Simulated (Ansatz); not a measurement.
**AgCl: deformation potentials from a series**

```
CELL_PARAMETERS angstrom
0.00000 2.77315 2.77315
2.77315 0.00000 2.77315
2.77315 2.77315 0.00000
ATOMIC_POSITIONS crystal
Ag 0.50000 0.50000 0.50000
Cl 0.00000 0.00000 0.00000
```

Atom numbers follow the list: Ag1, Cl2.

The geometry is COD entry 9011666, unchecked; take it as a test cell.

All numbers below come from Ansatz 0.2.0, DFT, PBEsol, all-electron LAPW, scalar-relativistic.

The runs use a Γ-centred 9×9×9 k mesh, Fermi–Dirac smearing of 0.01 eV, basis error target 0.5 meV/atom, no spin polarisation.

The cell is scaled evenly. Fractional coordinates are held (clamped ions).

The valence-band top of this crystal doesn't lie at Γ but 2.33 eV above the top filled level there.

Only quantities that a quadratic follows smoothly over the whole series are listed; rougher ones are left out.

```tsv
ln(V/Vcell)	direct gap at Γ (eV)	smallest gap on mesh and path (eV)
-0.0619	3.316	0.727
-0.0408	3.226	0.728
-0.0202	3.142	0.730
-0.0101	3.102	0.732
0.0000	3.063	0.735
0.0100	3.026	0.738
0.0198	2.989	0.741
0.0583	2.852	0.758
```

Fit the series and give the slopes at zero strain.

Least-squares fits y = p0 + p1 x + p2 x² to the rows give direct gap at Γ (eV): p1 = -3.84, p2 = 3.8; smallest gap on mesh and path (eV): p1 = 0.266, p2 = 2.3. So dEg/dln V = -3.8 eV for the direct gap at Γ, which isn't the fundamental gap here: that one has dEg/dln V = 0.3 eV. Semilocal gaps are too small, but their slopes carry over better.

One run, at ln(V/Vcell) = 0.0392, is withheld. Predict its row.

The fits give 2.919, 0.749; the run gave 2.919, 0.749.
